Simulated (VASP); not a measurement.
**MgO: single point with PBE**

Crystal: MgO.

```
CELL_PARAMETERS angstrom
3.20484 -0.01006 0.07046
-1.61113 2.71437 0.04448
0.10614 0.13865 5.01319
ATOMIC_POSITIONS crystal
Mg 0.60789 0.79608 0.97643
Mg 0.61245 0.20687 0.40173
O 0.17530 0.77990 0.48701
O 0.60436 0.21715 0.94404
```

The cell comes from a database or a generator and needn't be the stable form of this composition.

The cell isn't the ideal one: all atoms moved at random, sigma 0.4 Å a component, cell strained at random, sigma 0.03.

```
Program                : VASP 6.6.1
Task                   : single point
Functional             : PBE
Potentials or basis    : VASP PAW PBE potentials, release 64 (Mg, O)
Cutoff                 : 520 eV
k mesh                 : 10 × 10 × 6
Occupations            : fermi-dirac, width 0.05 eV
Spin                   : no spin polarisation
Further INCAR settings : ALGO = Normal; EDIFF = 1e-07; NBANDS = 16
```

| Item | Value |
| --- | --- |
| Pressure | 110.1 GPa |
| Largest force | 32.435 eV/Å |
| Band gap on the k mesh | 1.72 eV, direct |

Forces on the atoms (eV/Å):
```
Mg   16.707 -27.790   0.785
Mg   12.425  21.110  -5.083
O   -12.590 -20.858   5.305
O   -16.541  27.538  -1.007
```

Stress tensor (GPa, compression positive):
```
 75.56 -19.87 -10.74
-19.87 237.09 -43.46
-10.74 -43.46  17.71
```

Levels at points of the mesh, in eV from the valence-band top:
```
           k point  band 5  band 6  band 7  band 8  band 9  band 10  band 11  band 12
(0.00, 0.00, 0.00)   -0.91   -0.63   -0.39    0.00    1.72     7.50     9.22    13.20
(0.50, 0.00, 0.00)   -2.48   -1.43   -1.17   -0.94    6.10     6.44     9.69    10.70
(0.00, 0.50, 0.00)   -2.48   -1.80   -1.46   -1.12    5.28     6.52     9.34    10.49
(0.50, 0.50, 0.00)   -2.45   -1.74   -0.94   -0.15    4.52     7.06     8.85    10.38
(0.00, 0.00, 0.50)   -0.99   -0.81   -0.46   -0.35    3.59     5.83    11.15    12.95
(0.50, 0.00, 0.50)   -1.60   -1.33   -1.01   -0.38    5.52     5.82     9.78    10.20
(0.00, 0.50, 0.50)   -1.88   -1.72   -1.11   -0.51    5.12     5.87     9.05    10.27
(0.50, 0.50, 0.50)   -2.56   -1.73   -1.44   -0.76    4.94     8.16     8.86    11.26
```

It took 2.1 min on 1 thread of Intel(R) Xeon(R) Platinum 8488C (Sapphire Rapids) (shared host), peak memory 0.3 GiB.

Caveat: the cell as given lies far from equilibrium; so large a pressure means that the cell lies far from this level's equilibrium, or that cutoff or potentials fall short; forces of over 1 eV/Å show positions far from the minimum, so gaps and moduli don't describe the material at rest. A k mesh can miss the band edges.
